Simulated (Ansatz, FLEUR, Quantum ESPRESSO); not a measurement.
**Equation of state of TiPt3 under LDA**

```cif
data_structure
_symmetry_space_group_name_H-M 'Pm-3m'
_symmetry_Int_Tables_number 221
_cell_length_a 3.8970
_cell_length_b 3.8970
_cell_length_c 3.8970
_cell_angle_alpha 90.000
_cell_angle_beta 90.000
_cell_angle_gamma 90.000
_cell_volume 59.18
loop_
_atom_site_label
_atom_site_type_symbol
_atom_site_symmetry_multiplicity
_atom_site_Wyckoff_symbol
_atom_site_fract_x
_atom_site_fract_y
_atom_site_fract_z
_atom_site_occupancy
Pt1 Pt 3 c 0.50000 0.50000 0.00000 1
Ti1 Ti 1 a 0.00000 0.00000 0.00000 1
```

The cell was scaled at fixed shape and fractions and run with Ansatz, all-electron LAPW, scalar-relativistic; LDA, k mesh 7 × 7 × 7 on the cell of 4 atoms, fermi-dirac occupations of 0.05 eV, no spin polarisation, no spin-orbit coupling. Energies are those that the program minimises, any entropy of the smearing included. For a metal such a mesh isn't converged to the digits shown.

| V (Å³/atom) | energy over the lowest row (meV/atom) |
| --- | --- |
| 13.9078 | 25.14 |
| 14.2037 | ? |
| 14.4996 | 0.00 |
| 14.7956 | 4.30 |
| 15.0915 | 18.12 |
| 15.3874 | 40.37 |
| 15.6833 | 70.08 |

Task: Fit the third-order Birch-Murnaghan form, give V0, B0 and B′, and predict the energy left open.

Result: With y = (V0/V)^(2/3), E = E0 + (9 V0 B0/16) [(y - 1)³ B′ + (y - 1)² (6 - 4y)]. Least squares through the rows shown give V0 = 14.5238 Å³/atom, E0 = -0.03 meV, B0 = 283.1 GPa (1 eV/Å³ = 160.218 GPa) and B′ = 5.01, with a largest miss of 0.01 meV. At V = 14.2037 the form with these constants gives 6.49 meV; the run gave 6.49 meV an atom. Other set-ups at this level, from all their volumes (Å³/atom, GPa): FLEUR, all-electron, FLAPW: V0 14.522, B0 283; Quantum ESPRESSO, GBRV 1.5 LDA: V0 14.514, B0 284.5.

The energy rises more steeply on compression than on expansion, as the B′ of 5.01 expresses: overlap repulsion between filled shells grows quickly at short distance, while the bonding weakens more gradually as the atoms separate. The high bulk modulus of 283.1 GPa is that of a platinum-rich metal whose cohesion comes largely from broad 5d bands. Mixing of these with the Ti 3d states probably adds to the stiffness, since elemental titanium is much softer.

The close match with FLEUR and Quantum ESPRESSO suggests that V0 and B0 depend little on the treatment of the core, but it says nothing about the error of the functional they share. LDA usually overbinds such metals, so the true equilibrium volume is probably somewhat larger and the true bulk modulus lower. The recovered energy at 14.2037 Å³/atom is an interpolation close to the minimum; it confirms a smooth curve there, but doesn't test the form under strong compression.
